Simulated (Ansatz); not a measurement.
With the program Ansatz at the LDA level (PAW), ZrO₂ in the monoclinic phase (P2_1/c; Zr on 4e, O on 4e, O on 4e) relaxes to a = 5.085 Å, b = 5.181 Å, c = 5.241 Å, β = 99.5°. Its formation energy from the elements is -3.63 eV/atom, with no fitted shifts.

The Kohn–Sham gap is 3.60 eV (indirect). Electrons at the band edge weigh 0.91, 0.96, 9.8 mₑ (principal values).

The cell was relaxed with LDA under the symmetry of its start. The run is not spin-polarised. The references are the lowest solids computed at this level, not always the standard phases (solids in place of the gases). Scalar-relativistic: spin–orbit coupling is off unless named, which matters more the heavier the elements.

Potentials: the later of the program's two PAW sets.
